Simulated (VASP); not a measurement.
# BeS (F-43m) in VASP: further runs

The runs below take BeS through single point, relaxation of cell and atoms, with PBEsol, RPBE.

All numbers are computed with VASP 6.6.1; they aren't measurements. Logs are shortened: lines on timing, memory, paths and dates and some standing lists are left out, and cuts for length are marked.

### Step 1. The structure

Symmetry: F-43m, No. 216, cubic system. Conventional cell: a = 4.870 Å, b = 4.870 Å, c = 4.870 Å, α = 90.00°, β = 90.00°, γ = 90.00°. Around Be (site symmetry -43m) lie 4 S at 2.11 Å. S (site symmetry -43m) has 4 Be at 2.11 Å as nearest neighbours.

The cell is a database's computed one.

### Step 2. Single point, PBEsol

INCAR reads:

```
PREC = Accurate
ENCUT = 520
EDIFF = 1E-6
ISMEAR = 0
SIGMA = 0.02
LREAL = False
LASPH = True
NELM = 80
ALGO = Fast
ISIF = 2
LWAVE = False
LCHARG = True
GGA = PS
LELF = True
LVHAR = True
NBANDS = 11
```

KPOINTS reads:

```
Automatic mesh
0
Gamma
  8 8 8
```

POSCAR reads:

```
BeS
1.0
    0.0000000000      2.4351516500      2.4351516500
    2.4351516500      0.0000000000      2.4351516500
    2.4351516500      2.4351516500      0.0000000000
Be S
1 1
Direct
    0.0000000000      0.0000000000      0.0000000000
    0.2500000000      0.2500000000      0.2500000000
```

Potentials or basis: VASP PAW PBE potentials, release 64 (Be, S).

Launch:

```sh
$ cat potpaw_PBE.64/Be/POTCAR potpaw_PBE.64/S/POTCAR > POTCAR
$ mpirun -np 1 vasp_std > vasp.out
```

OUTCAR:

```text
PREC = Accurate
   ENCUT = 520
   EDIFF = 1E-6
   ISMEAR = 0
   LREAL = False
   LASPH = True
   NELM = 80
   ISIF = 2
   GGA = PS

 ion  position               nearest neighbor table
   1  0.000  0.000  0.000-   2 2.11   2 2.11   2 2.11   2 2.11
   2  0.250  0.250  0.250-   1 2.11   1 2.11   1 2.11   1 2.11

  LATTYP: Found a face centered cubic cell.
 ALAT       =     4.8703033000

  Lattice vectors:

 A1 = (   0.0000000000,   2.4351516500,   2.4351516500)
 A2 = (   2.4351516500,   0.0000000000,   2.4351516500)
 A3 = (   2.4351516500,   2.4351516500,   0.0000000000)

Analysis of symmetry for initial positions (statically):
=====================================================================
 Subroutine PRICEL returns:
 Original cell was already a primitive cell.

 Routine SETGRP: Setting up the symmetry group for a
 face centered cubic supercell.

 Subroutine GETGRP returns: Found 24 space group operations
 (whereof 24 operations were pure point group operations)
 out of a pool of 48 trial point group operations.

The static configuration has the point symmetry T_d .

Analysis of symmetry for dynamics (positions and initial velocities):
=====================================================================
 Subroutine PRICEL returns:
 Original cell was already a primitive cell.

 Routine SETGRP: Setting up the symmetry group for a
 face centered cubic supercell.

 Subroutine GETGRP returns: Found 24 space group operations
 (whereof 24 operations were pure point group operations)
 out of a pool of 48 trial point group operations.

The dynamic configuration has the point symmetry T_d .

 Subroutine INISYM returns: Found 24 space group operations
 (whereof 24 operations are pure point group operations),
 and found     1 'primitive' translations

----------------------------------------------------------------------------------------

                                     Primitive cell

  volume of cell :      28.8807

  direct lattice vectors                    reciprocal lattice vectors
     0.000000000  2.435151650  2.435151650    -0.205326021  0.205326021  0.205326021
     2.435151650  0.000000000  2.435151650     0.205326021 -0.205326021  0.205326021
     2.435151650  2.435151650  0.000000000     0.205326021  0.205326021 -0.205326021

  length of vectors
     3.443824490  3.443824490  3.443824490     0.355635101  0.355635101  0.355635101

  position of ions in fractional coordinates (direct lattice)
     0.000000000  0.000000000  0.000000000
     0.250000000  0.250000000  0.250000000

  ion indices of the primitive-cell ions
   primitive index   ion index
                 1           1
                 2           2

----------------------------------------------------------------------------------------

 KPOINTS: Automatic mesh

Automatic generation of k-mesh.
 Grid dimensions read from file:
 generate k-points for:    8    8    8

 Generating k-lattice:

  Cartesian coordinates                     Fractional coordinates (reciprocal lattice)
    -0.025665753  0.025665753  0.025665753     0.125000000  0.000000000  0.000000000
     0.025665753 -0.025665753  0.025665753     0.000000000  0.125000000  0.000000000
     0.025665753  0.025665753 -0.025665753     0.000000000  0.000000000  0.125000000

  Length of vectors
     0.044454388  0.044454388  0.044454388

  Shift w.r.t. Gamma in fractional coordinates (k-lattice)
     0.000000000  0.000000000  0.000000000

 Subroutine IBZKPT returns following result:
 ===========================================

 Found     29 irreducible k-points:

 Following reciprocal coordinates:
            Coordinates               Weight
  0.000000  0.000000  0.000000      1.000000
  0.125000  0.000000  0.000000      8.000000
  0.250000  0.000000  0.000000      8.000000
  0.375000  0.000000  0.000000      8.000000
  0.500000  0.000000  0.000000      4.000000
  0.125000  0.125000  0.000000      6.000000
[... 16 lines left out ...]
  0.500000  0.250000  0.125000     48.000000
 -0.375000  0.250000  0.125000     24.000000
 [... further k-points ...]
   k-points           NKPTS =     29   k-points in BZ     NKDIM =     29   number of bands    NBANDS=     11
   number of dos      NEDOS =    301   number of ions     NIONS =      2
   total plane-waves  NPLWV =  21952
   dimension x,y,z NGX =    28 NGY =   28 NGZ =   28
   dimension x,y,z NGXF=    56 NGYF=   56 NGZF=   56
   ions per type =               1   1
   NGX,Y,Z   is equivalent  to a cutoff of  13.52, 13.52, 13.52 a.u.
   NGXF,Y,Z  is equivalent  to a cutoff of  27.03, 27.03, 27.03 a.u.
 SYSTEM =  unknown system
   PREC   = accura    normal or accurate (medium, high low for compatibility)
   ISTART =      0    job   : 0-new  1-cont  2-samecut
   ICHARG =      2    charge: 1-file 2-atom 10-const
   ISPIN  =      1    spin polarized calculation?
   LNONCOLLINEAR =      F non collinear calculations
   LSORBIT =      F    spin-orbit coupling
   LASPH  =      T    aspherical Exc in radial PAW
   ENCUT  =  520.0 eV  38.22 Ry    6.18 a.u.   6.40  6.40  6.40*2*pi/ulx,y,z
   NELM   =     80;   NELMIN=  2; NELMDL= -5     # of ELM steps
   EDIFF  = 0.1E-05   stopping-criterion for ELM
   LREAL  =      F    real-space projection
   EDIFFG = 0.1E-04   stopping-criterion for IOM
   NSW    =      0    number of steps for IOM
   IBRION =     -1    ionic relax: 0-MD 1-quasi-New 2-CG
   NFREE  =      0    steps in history (QN), initial steepest desc. (CG)
   ISIF   =      2    stress and relaxation
   ISYM   =      2    0-nonsym 1-usesym 2-fastsym
   POTIM  = 0.5000    time-step for ionic-motion
   TEBEG  =    0.0;   TEEND  =   0.0 temperature during run
   PSTRESS=    0.0 pullay stress
   NELECT =       8.0000    total number of electrons
   NUPDOWN=      -1.0000    fix difference up-down
   EMIN   =  10.00;   EMAX   =-10.00  energy-range for DOS
   EFERMI =   0.00;   METHOD = LEGACY
   ISMEAR =     0;   SIGMA  =   0.02  broadening in eV -4-tet -1-fermi 0-gaus
   EFERMI_NEDOS =   21; number of points for ismear=-14 and -15
   IALGO  =     68    algorithm
   IMIX   =      4    mixing-type and parameters
     AMIX     =   0.40;   BMIX     =  1.00
     AMIX_MAG =   1.60;   BMIX_MAG =  1.00
  volume/ion in A,a.u.               =      14.44        97.45
  Fermi-wavevector in a.u.,A,eV,Ry     =   1.067175  2.016668 15.495153  1.138862
  Thomas-Fermi vector in A             =   2.202783
   LORBIT       =      0    0 simple, 1 ext, 2 COOP (PROOUT), +10 PAW based schemes
   GGA     = PS    functional components
   LHFCALC =     F    Hartree Fock is set to
   AEXX    =    0.0000 exact exchange contribution
   IVDW    =     0    specifies the selected vdW correction
   LEPSILON=     F    determine dielectric tensor
   LRPA    =     F    only Hartree local field effects (RPA)
 non-spin polarized calculation
 RMM-DIIS sequential band-by-band and
 Gauss-broadening in eV      SIGMA  =   0.02
  energy-cutoff  :      520.00
  volume of cell :       28.88
 maximum number of plane-waves:       791
 NGX is ok and might be reduce to    28
   NGX = 13   NGY = 13   NGZ = 13

 number of electron       7.9999999 magnetization

 Free energy of the ion-electron system (eV)
  ---------------------------------------------------
  ext. energy  EPLUGINS =         0.00000000
  ---------------------------------------------------
  free energy    TOTEN  =       -10.56142903 eV

  energy without entropy =      -10.56142903  energy(sigma->0) =      -10.56142903

 E-fermi :   4.1331     XC(G=0):  -9.8500

 val. band max:        4.0155304951   @ k =   0.0000   0.0000   0.0000
 cond. band min:       6.9710053026   @ k =   0.5000   0.5000   0.0000
 fundamental gap:      2.9554748075
 Fermi energy:         4.1331272017

 k-point     1 :       0.0000    0.0000    0.0000
  band No.  band energies     occupation
      1      -9.6180      2.00000
      2       4.0155      2.00000
      3       4.0155      2.00000
      4       4.0155      2.00000
      5       9.6176      0.00000
      6       9.6306      0.00000
      7       9.6306      0.00000
      8       9.6306      0.00000
      9      16.7843      0.00000
     10      16.7843      0.00000
     11      18.5943      0.00000

 k-point     2 :       0.1250    0.0000    0.0000
  band No.  band energies     occupation
      1      -9.4418      2.00000
      2       2.8058      2.00000
      3       3.8175      2.00000
      4       3.8175      2.00000
      5       9.4803      0.00000
      6       9.9837      0.00000
      7       9.9837      0.00000
      8      10.9852      0.00000
      9      16.0629      0.00000
     10      16.0629      0.00000
     11      18.4371      0.00000

 k-point     3 :       0.2500    0.0000    0.0000
  band No.  band energies     occupation
      1      -8.9564      2.00000
      2       0.7041      2.00000
      3       3.4229      2.00000
      4       3.4229      2.00000
      5       9.4268      0.00000
      6      10.5198      0.00000
      7      10.5198      0.00000
      8      13.0720      0.00000
      9      15.8101      0.00000
     10      15.8101      0.00000
     11      17.9827      0.00000

 k-point     4 :       0.3750    0.0000    0.0000
  band No.  band energies     occupation
      1      -8.3395      2.00000
      2      -1.0490      2.00000
      3       3.1052      2.00000
      4       3.1052      2.00000
      5       9.3720      0.00000
      6      10.5781      0.00000
      7      10.5781      0.00000
      8      14.5354      0.00000
      9      17.1627      0.00000
     10      17.1627      0.00000
     11      18.1663      0.00000
[... 239 lines left out ...]
 k-point    22 :       0.3750    0.2500    0.1250
  band No.  band energies     occupation
      1      -8.5600      2.00000
      2       0.4722      2.00000
      3       1.8753      2.00000
      4       2.9002      2.00000
      5       9.4350      0.00000
      6      11.2059      0.00000
      7      11.3788      0.00000
      8      12.4852      0.00000
      9      15.4683      0.00000
     10      18.3010      0.00000
     11      19.7794      0.00000

 k-point    23 :       0.5000    0.2500    0.1250
  band No.  band energies     occupation
      1      -8.0175      2.00000
      2      -0.6817      2.00000
      3       1.3398      2.00000
      4       2.4289      2.00000
      5       9.8942      0.00000
      6      10.7215      0.00000
      7      12.3618      0.00000
      8      13.1907      0.00000
      9      16.4886      0.00000
     10      18.2608      0.00000
     11      20.3446      0.00000

 k-point    24 :      -0.3750    0.2500    0.1250
  band No.  band energies     occupation
      1      -7.7448      2.00000
      2      -1.2332      2.00000
      3       1.2449      2.00000
      4       2.1835      2.00000
      5       9.9901      0.00000
      6      10.4850      0.00000
      7      13.0439      0.00000
      8      14.3765      0.00000
      9      15.3202      0.00000
     10      19.2410      0.00000
     11      19.7738      0.00000

 [... further k-points ...]
[... 5 lines left out ...]
  --------------------------------------------------------------------------------------
  -------------------------------------------------------------------------------------
  Total       -0.3113245     -0.3113245     -0.3113245     -0.0000000      0.0000000     -0.0000000
  in kB      -17.2709345    -17.2709345    -17.2709345     -0.0000000      0.0000000     -0.0000000
  external PRESSURE =     -17.2709345 kB  Pullay stress =       0.0000000 kB

 VOLUME and BASIS-vectors are now :
 -----------------------------------------------------------------------------
  energy-cutoff  :      520.00
  volume of cell :       28.88
      direct lattice vectors                 reciprocal lattice vectors
     0.000000000  2.435151650  2.435151650    -0.205326021  0.205326021  0.205326021
     2.435151650  0.000000000  2.435151650     0.205326021 -0.205326021  0.205326021
     2.435151650  2.435151650  0.000000000     0.205326021  0.205326021 -0.205326021

 POSITION                                       TOTAL-FORCE (eV/Angst)
 -----------------------------------------------------------------------------------
      0.00000      0.00000      0.00000         0.000000     -0.000000     -0.000000
      1.21758      1.21758      1.21758        -0.000000      0.000000      0.000000
 -----------------------------------------------------------------------------------
    total drift:                               -0.000000     -0.000000      0.000000

  FREE ENERGIE OF THE ION-ELECTRON SYSTEM (eV)
  ---------------------------------------------------
  free  energy   TOTEN  =       -10.5614290257 eV

  energy  without entropy=      -10.5614290257  energy(sigma->0) =      -10.56142903
```

Wall time 18 s (1 thread of Intel Xeon Platinum 8259CL at 2.50GHz (Skylake/Cascade Lake), shared host); peak memory 0.14 GiB.

What came out:

```
Free energy            : -10.5614 eV
Pressure               : -1.7 GPa
Band gap on the k mesh : 2.96 eV, indirect (least direct gap 5.59 eV)
```

Caveat: the PAW data sets were made with another functional, which shifts forces and pressure a little.

(Part 1 of 2 ends here.)
